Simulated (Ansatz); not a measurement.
SnO2 (Cassiterite):

```
Sn O
1.0
     4.73800    0.00000    0.00000
     0.00000    4.73800    0.00000
     0.00000    0.00000    3.18650
Sn O
2 4
Direct
  0.50000 0.50000 0.50000
  0.00000 0.00000 0.00000
  0.80710 0.19290 0.50000
  0.69290 0.69290 0.00000
  0.19290 0.80710 0.50000
  0.30710 0.30710 0.00000
```

Base run:

| Property | Result |
| --- | --- |
| Program | Ansatz 0.2.0 |
| Functional | PBE |
| Potentials or basis | Ansatz PAW |
| Cutoff | 420 eV (not typed: the program's choice for these potentials) |
| k mesh | 6 × 6 × 8 |
| Occupations | gaussian, width 0.014 eV |
| Spin | no spin polarisation |

Its results: band gap on the k mesh 1.28 eV, direct; pressure 11.1 GPa; largest force 0.275 eV/Å.

Q: After a change of settings the same cell gave: band gap on the k mesh 1.18 eV, direct; pressure 4.7 GPa; largest force 0.210 eV/Å. Which change was it?
A. functional from PBE to BLYP; occupations from gaussian, width 0.014 eV to fermi-dirac, width 0.05 eV
B. functional from PBE to revPBE; occupations from gaussian, width 0.014 eV to fermi-dirac, width 0.05 eV
C. occupations from gaussian, width 0.014 eV to gaussian, width 0.05 eV
D. functional from PBE to PBEsol; occupations from gaussian, width 0.014 eV to fermi-dirac, width 0.1 eV

A: D.

Caveats: spin-orbit coupling is left out, which moves the levels of the heavy elements; the PAW data sets come from PBE, with cores solved anew for the run's functional, which leaves a small shift of forces and pressure (some runs).
